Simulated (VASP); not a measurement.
# HfC (Fm-3m) in VASP: settings compared

Aim: see how the results for HfC move with the level of theory and the settings. Levels: revPBE+D3(BJ), revPBE+D4, HSE03, PBE+TS. Tasks: relaxation of cell and atoms, electrostatic potential.

Everything below comes from runs of VASP 6.6.1. Logs are shortened: lines on timing, memory, paths and dates and some standing lists are left out, and cuts for length are marked.

**1. The structure**

It takes space group Fm-3m (No. 225, cubic). Conventional cell: a = 4.650 Å, b = 4.650 Å, c = 4.650 Å, α = 90.00°, β = 90.00°, γ = 90.00°. Hf (site symmetry m-3m) is surrounded by 6 C at 2.33 Å. C (site symmetry m-3m) is surrounded by 6 Hf at 2.33 Å.

**2. Relaxation of cell and atoms, revPBE+D3(BJ)**

Contents of INCAR:

```
PREC = Accurate
ENCUT = 600
EDIFF = 1E-6
ISMEAR = -1
SIGMA = 0.05
LREAL = False
LASPH = True
NELM = 60
ALGO = Normal
ISIF = 3
LWAVE = False
LCHARG = False
GGA = RE
IVDW = 12
IBRION = 2
NSW = 40
EDIFFG = -0.02
```

Contents of KPOINTS:

```
regular mesh
0
Gamma
  10 10 10
```

Contents of POSCAR:

```
HfC
1.0
    0.0000000000      2.3250000000      2.3250000000
    2.3250000000      0.0000000000      2.3250000000
    2.3250000000      2.3250000000      0.0000000000
Hf C
1 1
Direct
    0.5000000000      0.5000000000      0.5000000000
    0.0000000000      0.0000000000      0.0000000000
```

Potentials or basis: VASP PAW PBE potentials, release 64 (Hf_pv, C).

Command:

```bash
$ cat potpaw_PBE.64/Hf_pv/POTCAR potpaw_PBE.64/C/POTCAR > POTCAR
$ mpirun -np 1 vasp_std > vasp.out
```

OUTCAR:

```text
PREC = Accurate
   ENCUT = 600
   EDIFF = 1E-6
   ISMEAR = -1
   LREAL = False
   LASPH = True
   NELM = 60
   ISIF = 3
   GGA = RE
   IVDW = 12
   IBRION = 2
   NSW = 40
   EDIFFG = -0.02
 IVDW          = 12

 ion  position               nearest neighbor table
   1  0.500  0.500  0.500-   2 2.33   2 2.33   2 2.33   2 2.33   2 2.33   2 2.33
   2  0.000  0.000  0.000-   1 2.33   1 2.33   1 2.33   1 2.33   1 2.33   1 2.33

  LATTYP: Found a face centered cubic cell.
 ALAT       =     4.6500000000

  Lattice vectors:

 A1 = (   0.0000000000,   2.3250000000,   2.3250000000)
 A2 = (   2.3250000000,   0.0000000000,   2.3250000000)
 A3 = (   2.3250000000,   2.3250000000,   0.0000000000)

Analysis of symmetry for initial positions (statically):
=====================================================================
 Subroutine PRICEL returns:
 Original cell was already a primitive cell.

 Routine SETGRP: Setting up the symmetry group for a
 face centered cubic supercell.

 Subroutine GETGRP returns: Found 48 space group operations
 (whereof 48 operations were pure point group operations)
 out of a pool of 48 trial point group operations.

The static configuration has the point symmetry O_h .

Analysis of symmetry for dynamics (positions and initial velocities):
=====================================================================
 Subroutine PRICEL returns:
 Original cell was already a primitive cell.

 Routine SETGRP: Setting up the symmetry group for a
 face centered cubic supercell.

 Subroutine GETGRP returns: Found 48 space group operations
 (whereof 48 operations were pure point group operations)
 out of a pool of 48 trial point group operations.

The dynamic configuration has the point symmetry O_h .

 Subroutine INISYM returns: Found 48 space group operations
 (whereof 48 operations are pure point group operations),
 and found     1 'primitive' translations

----------------------------------------------------------------------------------------

                                     Primitive cell

  volume of cell :      25.1362

  direct lattice vectors                    reciprocal lattice vectors
     0.000000000  2.325000000  2.325000000    -0.215053763  0.215053763  0.215053763
     2.325000000  0.000000000  2.325000000     0.215053763 -0.215053763  0.215053763
     2.325000000  2.325000000  0.000000000     0.215053763  0.215053763 -0.215053763

  length of vectors
     3.288046533  3.288046533  3.288046533     0.372484045  0.372484045  0.372484045

  position of ions in fractional coordinates (direct lattice)
     0.500000000  0.500000000  0.500000000
     0.000000000  0.000000000  0.000000000

  ion indices of the primitive-cell ions
   primitive index   ion index
                 1           1
                 2           2

----------------------------------------------------------------------------------------

 KPOINTS: regular mesh

Automatic generation of k-mesh.
 Grid dimensions read from file:
 generate k-points for:   10   10   10

 Generating k-lattice:

  Cartesian coordinates                     Fractional coordinates (reciprocal lattice)
    -0.021505376  0.021505376  0.021505376     0.100000000  0.000000000  0.000000000
     0.021505376 -0.021505376  0.021505376     0.000000000  0.100000000  0.000000000
     0.021505376  0.021505376 -0.021505376     0.000000000  0.000000000  0.100000000

  Length of vectors
     0.037248404  0.037248404  0.037248404

  Shift w.r.t. Gamma in fractional coordinates (k-lattice)
     0.000000000  0.000000000  0.000000000

 Subroutine IBZKPT returns following result:
 ===========================================

 Found     47 irreducible k-points:

 Following reciprocal coordinates:
            Coordinates               Weight
  0.000000  0.000000  0.000000      1.000000
  0.100000  0.000000  0.000000      8.000000
  0.200000  0.000000  0.000000      8.000000
  0.300000  0.000000  0.000000      8.000000
  0.400000  0.000000  0.000000      8.000000
  0.500000  0.000000  0.000000      4.000000
[... 16 lines left out ...]
  0.300000  0.300000  0.000000      6.000000
  0.400000  0.300000  0.000000     24.000000
 [... further k-points ...]
   k-points           NKPTS =     47   k-points in BZ     NKDIM =     47   number of bands    NBANDS=     11
   number of dos      NEDOS =    301   number of ions     NIONS =      2
   total plane-waves  NPLWV =  21952
   dimension x,y,z NGX =    28 NGY =   28 NGZ =   28
   dimension x,y,z NGXF=    56 NGYF=   56 NGZF=   56
   ions per type =               1   1
   NGX,Y,Z   is equivalent  to a cutoff of  14.16, 14.16, 14.16 a.u.
   NGXF,Y,Z  is equivalent  to a cutoff of  28.31, 28.31, 28.31 a.u.
 SYSTEM =  unknown system
   PREC   = accura    normal or accurate (medium, high low for compatibility)
   ISTART =      0    job   : 0-new  1-cont  2-samecut
   ICHARG =      2    charge: 1-file 2-atom 10-const
   ISPIN  =      1    spin polarized calculation?
   LNONCOLLINEAR =      F non collinear calculations
   LSORBIT =      F    spin-orbit coupling
   LASPH  =      T    aspherical Exc in radial PAW
   ENCUT  =  600.0 eV  44.10 Ry    6.64 a.u.   6.57  6.57  6.57*2*pi/ulx,y,z
   NELM   =     60;   NELMIN=  2; NELMDL= -5     # of ELM steps
   EDIFF  = 0.1E-05   stopping-criterion for ELM
   LREAL  =      F    real-space projection
   EDIFFG = -.2E-01   stopping-criterion for IOM
   NSW    =     40    number of steps for IOM
   IBRION =      2    ionic relax: 0-MD 1-quasi-New 2-CG
   NFREE  =      1    steps in history (QN), initial steepest desc. (CG)
   ISIF   =      3    stress and relaxation
   ISYM   =      2    0-nonsym 1-usesym 2-fastsym
   POTIM  = 0.5000    time-step for ionic-motion
   TEBEG  =    0.0;   TEEND  =   0.0 temperature during run
   PSTRESS=    0.0 pullay stress
   NELECT =      14.0000    total number of electrons
   NUPDOWN=      -1.0000    fix difference up-down
   EMIN   =  10.00;   EMAX   =-10.00  energy-range for DOS
   EFERMI =   0.00;   METHOD = LEGACY
   ISMEAR =    -1;   SIGMA  =   0.05  broadening in eV -4-tet -1-fermi 0-gaus
   EFERMI_NEDOS =   21; number of points for ismear=-14 and -15
   IALGO  =     38    algorithm
   IMIX   =      4    mixing-type and parameters
     AMIX     =   0.40;   BMIX     =  1.00
     AMIX_MAG =   1.60;   BMIX_MAG =  1.00
  volume/ion in A,a.u.               =      12.57        84.81
  Fermi-wavevector in a.u.,A,eV,Ry     =   1.346949  2.545365 24.684672  1.814272
  Thomas-Fermi vector in A             =   2.474740
   LORBIT       =      0    0 simple, 1 ext, 2 COOP (PROOUT), +10 PAW based schemes
   GGA     = RE    functional components
   LHFCALC =     F    Hartree Fock is set to
   AEXX    =    0.0000 exact exchange contribution
   IVDW    =    12    specifies the selected vdW correction
   LEPSILON=     F    determine dielectric tensor
   LRPA    =     F    only Hartree local field effects (RPA)
 conjugate gradient relaxation of ions
 non-spin polarized calculation
  energy-cutoff  :      600.00
  volume of cell :       25.14
 maximum number of plane-waves:       869
 NGX is ok and might be reduce to    28
   NGX = 13   NGY = 13   NGZ = 13

--------------------------------------- Ionic step        1  -------------------------------------------

 number of electron      14.0000000 magnetization

 Free energy of the ion-electron system (eV)
  ---------------------------------------------------
  ext. energy  EPLUGINS =         0.00000000
  ---------------------------------------------------
  free energy    TOTEN  =       -20.29390917 eV

  energy without entropy =      -20.29110351  energy(sigma->0) =      -20.29250634

------------------------ aborting loop because EDIFF is reached ----------------------------------------

 Edisp (eV)   -1.31421

 E8    (eV) :    -0.9469

  FORCE on cell =-STRESS in cart. coord.  units (eV):
  Direction    XX          YY          ZZ          XY          YZ          ZX
  --------------------------------------------------------------------------------------
  -------------------------------------------------------------------------------------
  Total      -1.02840    -1.02840    -1.02840     0.00000     0.00000     0.00000
  in kB     -65.55013   -65.55013   -65.55013     0.00000     0.00000     0.00000
  external pressure =      -65.55 kB  Pullay stress =        0.00 kB
[... 61 lines left out ...]
  energy  without entropy=      -21.5755326642  energy(sigma->0) =      -21.57676554

--------------------------------------- Ionic step        3  -------------------------------------------

 number of electron      14.0000000 magnetization

 Free energy of the ion-electron system (eV)
  ---------------------------------------------------
  ext. energy  EPLUGINS =         0.00000000
  ---------------------------------------------------
  free energy    TOTEN  =       -20.26942393 eV

  energy without entropy =      -20.26678050  energy(sigma->0) =      -20.26810222

 E-fermi :   6.2662     XC(G=0): -12.3766

 val. band max:        6.2445921190   @ k =   0.1000   0.0000   0.0000
 cond. band min:       6.3937333990   @ k =   0.1000   0.1000   0.0000
 fundamental gap:      0.1491412800
 Fermi energy:         6.2661937706

 k-point     1 :       0.0000    0.0000    0.0000
  band No.  band energies     occupation
      1     -23.2152      2.00000
      2     -23.2152      2.00000
      3     -23.2152      2.00000
      4      -6.2424      2.00000
      5       7.2538      0.00000
      6       7.2538      0.00000
      7       7.2538      0.00000
      8       7.6680      0.00000
      9       7.6680      0.00000
     10       7.6680      0.00000
     11       9.7324      0.00000
[... 309 lines left out ...]
 k-point    24 :       0.4000    0.3000    0.0000
  band No.  band energies     occupation
      1     -23.7563      2.00000
      2     -23.4321      2.00000
      3     -23.4093      2.00000
      4      -4.1199      2.00000
      5       2.4769      2.00000
      6       4.3919      2.00000
      7       5.5245      2.00000
      8       6.4594      0.04111
      9      11.7833      0.00000
     10      12.8603      0.00000
     11      12.9867      0.00000

 [... further k-points ...]

------------------------ aborting loop because EDIFF is reached ----------------------------------------

 Edisp (eV)   -1.35315

 E8    (eV) :    -0.9752

  FORCE on cell =-STRESS in cart. coord.  units (eV):
  Direction    XX          YY          ZZ          XY          YZ          ZX
  --------------------------------------------------------------------------------------
  -------------------------------------------------------------------------------------
  Total      -0.02009    -0.02009    -0.02009     0.00000     0.00000     0.00000
  in kB      -1.31630    -1.31630    -1.31630     0.00000     0.00000     0.00000
  external pressure =       -1.32 kB  Pullay stress =        0.00 kB
[... 17 lines left out ...]
  FREE ENERGIE OF THE ION-ELECTRON SYSTEM (eV)
  ---------------------------------------------------
  free  energy   TOTEN  =       -21.6225703127 eV

  energy  without entropy=      -21.6199268868  energy(sigma->0) =      -21.62124860

 reached required accuracy - stopping structural energy minimisation
```

Wall time 28 s (1 thread of Intel Xeon Platinum 8375C at 2.90GHz (Ice Lake), shared host); peak memory 0.18 GiB.

Results:

| Property | Result |
| --- | --- |
| Free energy | -21.6226 eV |
| Relaxed volume | 12.23 Å³/atom |
| Relaxed cell | a = 3.258 Å, b = 3.258 Å, c = 3.258 Å, α = 60.00°, β = 60.00°, γ = 60.00° |
| Space group after relaxing (to 0.05 Å) | Fm-3m (No. 225) |
| Energy gained by relaxing | 7.2 meV/atom |
| Ionic steps | 3 |
| Pressure after relaxing | -0.1 GPa |
| Band gap on the k mesh | none (metal or under the smearing width) |
| Dispersion energy per atom | -0.677 eV |

Step by step:
```
step  energy change (eV)  largest force (eV/Å)  pressure (GPa)  volume (Å³)
   1              0.0000                0.0000           -6.56        25.14
   2              0.0301                0.0000           13.09        23.31
   3             -0.0145                0.0000           -0.13        24.46
```

Final structure:
```cif
data_structure
_symmetry_space_group_name_H-M 'P 1'
_symmetry_Int_Tables_number 1
_cell_length_a 3.2581
_cell_length_b 3.2581
_cell_length_c 3.2581
_cell_angle_alpha 60.000
_cell_angle_beta 60.000
_cell_angle_gamma 60.000
_cell_volume 24.46
loop_
_atom_site_label
_atom_site_type_symbol
_atom_site_fract_x
_atom_site_fract_y
_atom_site_fract_z
_atom_site_occupancy
Hf1 Hf 0.50000 0.50000 0.50000 1
C1 C 0.00000 0.00000 0.00000 1
```

Levels at points of the mesh, in eV from the Fermi level:
| k point | band 4 | band 5 | band 6 | band 7 | band 8 | band 9 | band 10 | band 11 |
| --- | --- | --- | --- | --- | --- | --- | --- | --- |
| (0.00, 0.00, 0.00) | -12.51 | 0.99 | 0.99 | 0.99 | 1.40 | 1.40 | 1.40 | 3.47 |
| (0.50, 0.00, 0.00) | -8.63 | -6.28 | -3.10 | -3.10 | 5.48 | 5.48 | 5.97 | 6.65 |
| (0.50, 0.50, 0.00) | -10.61 | -2.60 | -1.87 | -0.10 | -0.10 | 5.46 | 6.97 | 6.97 |

Caveat: the PAW data sets were made with another functional, which shifts forces and pressure a little; pairwise dispersion overbinds metals, which lowers pressure and volume.

**3. Relaxation of cell and atoms, revPBE+D4**

Contents of INCAR:

```
SYSTEM = HfC
ALGO     = Normal         ! electronic algorithm
EDIFF    = 1E-6           ! SCF threshold, eV
EDIFFG   = -0.01          ! ionic threshold
ENCUT    = 600            ! plane-wave cutoff, eV
GGA      = RE             ! functional
IBRION   = 2              ! ionic algorithm
ISIF     = 3              ! what is computed and relaxed
ISMEAR   = -1             ! smearing method
IVDW     = 13             ! dispersion correction
LASPH    = .True.         ! aspherical terms in the spheres
LCHARG   = .False.        ! write CHGCAR
LREAL    = .False.        ! projectors in reciprocal space
LWAVE    = .False.        ! write WAVECAR
NELM     = 60             ! most SCF steps
NSW      = 40             ! ionic steps
PREC     = Accurate       ! precision mode
SIGMA    = 0.05           ! smearing width, eV
```

Contents of KPOINTS:

```
k-points
0
Gamma
  10 10 10
  0 0 0
```

POSCAR is that of step 2.

Potentials or basis: VASP PAW PBE potentials, release 64 (Hf_pv, C).

Command:

```bash
$ cat potpaw_PBE.64/Hf_pv/POTCAR potpaw_PBE.64/C/POTCAR > POTCAR
$ mpirun -np 1 vasp_std > vasp.out
```

It took 29 s on 1 thread of Intel Xeon Platinum 8375C at 2.90GHz (Ice Lake), shared host; peak memory 0.17 GiB.

Results (log left out):

- Free energy: -21.1375 eV
- Relaxed volume: 12.34 Å³/atom
- Relaxed cell: a = 3.268 Å, b = 3.268 Å, c = 3.268 Å, α = 60.00°, β = 60.00°, γ = 60.00°
- Space group after relaxing (to 0.05 Å): Fm-3m (No. 225)
- Energy gained by relaxing: 3.2 meV/atom
- Ionic steps: 3
- Pressure after relaxing: -0.1 GPa
- Band gap on the k mesh: none (metal or under the smearing width)
- Dispersion energy per atom: -0.428 eV

The path:
```
step  energy change (eV)  largest force (eV/Å)  pressure (GPa)  volume (Å³)
   1              0.0000                0.0000           -4.35        25.14
   2              0.0121                0.0000            8.06        23.92
   3             -0.0064                0.0000           -0.05        24.68
```

Final structure:
```cif
data_structure
_symmetry_space_group_name_H-M 'P 1'
_symmetry_Int_Tables_number 1
_cell_length_a 3.2678
_cell_length_b 3.2678
_cell_length_c 3.2678
_cell_angle_alpha 60.000
_cell_angle_beta 60.000
_cell_angle_gamma 60.000
_cell_volume 24.68
loop_
_atom_site_label
_atom_site_type_symbol
_atom_site_fract_x
_atom_site_fract_y
_atom_site_fract_z
_atom_site_occupancy
Hf1 Hf 0.50000 0.50000 0.50000 1
C1 C 0.00000 0.00000 0.00000 1
```

Levels at points of the mesh, in eV from the Fermi level:
```tsv
k point	band 3	band 4	band 5	band 6	band 7	band 8	band 9	band 10	band 11
(0.00, 0.00, 0.00)	-29.53	-12.47	0.98	0.98	0.98	1.39	1.39	1.39	3.43
(0.50, 0.00, 0.00)	-29.60	-8.64	-6.25	-3.07	-3.07	5.43	5.43	5.90	6.60
(0.50, 0.50, 0.00)	-29.78	-10.57	-2.61	-1.84	-0.11	-0.11	5.40	6.89	6.89
```

Caveat: the PAW data sets were made with another functional, which shifts forces and pressure a little; pairwise dispersion overbinds metals, which lowers pressure and volume. Spin-orbit coupling is left out, which matters for the levels of Hf.

(Continued in part 2 of 2.)
